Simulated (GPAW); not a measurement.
Runs of GPAW 26.7.0 on Ge. Symmetry: P6_3/mmc, No. 194, hexagonal system. The conventional cell has a = 4.003 Å, b = 4.003 Å, c = 13.157 Å, α = 90.00°, β = 90.00°, γ = 120.00°. Ge (site symmetry 3m) has 4 Ge at 2.45 to 2.47 Å as nearest neighbours. Ge (site symmetry 3m) is surrounded by 4 Ge at 2.45 Å. This isn't the form of Ge at room conditions, which is diamond.

```tsv
task	cell	k mesh	cutoff (eV)	maxiter	optimizer	fmax	max steps	target pressure	mesh quality	gap on the mesh (eV)	pressure (GPa)	largest force (eV/Å)
relaxation of cell and atoms	relaxed to 5 GPa	5 × 5 × 2	600	150	BFGS	0.02 eV/Å	60	5 GPa	not flagged	0.05	5.0	0.01
single point	as given	6 × 6 × 2	450	120	-	-	-	-	not flagged	0.04	(a)	0.01
relaxation of cell and atoms	relaxed to 2 GPa	5 × 5 × 2	600	150	BFGS	0.02 eV/Å	60	2 GPa	not flagged	0.02	2.0	0.02
relaxation of cell and atoms	relaxed to 10 GPa	5 × 5 × 2	600	150	BFGS	0.02 eV/Å	60	10 GPa	not flagged	0.21	10.0	0.01
relaxation of cell and atoms	relaxed	5 × 5 × 2	600	150	BFGS	0.02 eV/Å	60	-	coarse	(b)	0.0	0.01
```

Alike in all rows: level PBEsol; potentials or basis PAW data sets generated in the run's folder for this functional, pw; no spin polarisation; smearing fermi-dirac 0.05 eV.

Q: Estimate the missing entries.

A: (a) 0.3; (b) none.

Caveats: some runs use coarse meshes; later steps reuse the first step's grids (some runs); an odd mesh through Γ misses points on the zone boundary, where band edges often lie (some runs); the cutoff is short for stress and forces, so pressures can be off by a GPa or more (some runs).

A k mesh can miss the band edges, and the runs leave out spin-orbit coupling on Ge.
